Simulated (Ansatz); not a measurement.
The system is TePb.

```
Pb Te
1.0
     0.00000    3.23100    3.23100
     3.23100    0.00000    3.23100
     3.23100    3.23100    0.00000
Pb Te
1 1
Direct
  0.00000 0.00000 0.00000
  0.50000 0.50000 0.50000
```

Base run:

* Program: Ansatz 0.2.0
* Functional: LDA
* Potentials or basis: all-electron LAPW, scalar-relativistic
* Cutoff: 179 eV
* Density cutoff: 716 eV
* Basis error allowed: 0.001 eV/atom
* k mesh: 7 × 7 × 7
* Occupations: fermi-dirac, width 0.05 eV
* Spin: no spin polarisation

Its results: pressure -1.7 GPa.

After a change of settings the same cell gave: pressure 3.7 GPa. Which change was it?
A. functional from LDA to PBE; occupations from fermi-dirac, width 0.05 eV to gaussian, width 0.011 eV
B. functional from LDA to RPBE
C. functional from LDA to PBEsol; k mesh from 7 × 7 × 7 to 5 × 5 × 5
D. functional from LDA to PBE; k mesh from 7 × 7 × 7 to 5 × 5 × 5

B.

RPBE binds less tightly than LDA, so the same cell stands under more pressure.

Not every run made on this cell is shown here.
